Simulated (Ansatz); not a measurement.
# Two-dimensional strain map in InAs

All numbers below come from Ansatz 0.2.0, DFT PBE, scalar-relativistic, plane waves, PAW. Settings: plane waves to 420 eV, k-mesh 18×18×18 (Γ-centred), Gaussian smearing 0.15 eV. No spin polarisation. Energies are free energies at this smearing, counted from the undisturbed cell; pressure is positive in compression.

Reference structure (relaxed at this level; this rock-salt form isn't the usual structure):

```
CELL_PARAMETERS angstrom
0.00000 2.87528 2.87528
2.87528 0.00000 2.87528
2.87528 2.87528 0.00000
ATOMIC_POSITIONS crystal
In 0.50000 0.50000 0.50000
As 0.00000 0.00000 0.00000
```

The cell is strained by p along both x and y and by q along z, fractional coordinates fixed. Points are written (p, q).

Energy above the undisturbed cell in meV/atom (a dash: not computed):

```
 p \ q  -0.050  -0.025  0.000  0.025  0.050
-0.050   124.0       ?   69.8   63.2      ?
-0.025    56.6    27.9      –      –      –
 0.000       –       –    0.0      –      –
```

(1) Fill in the withheld energies.

## Answers

(1) (-0.050, -0.025): 88.5; (-0.050, 0.050): 65.6.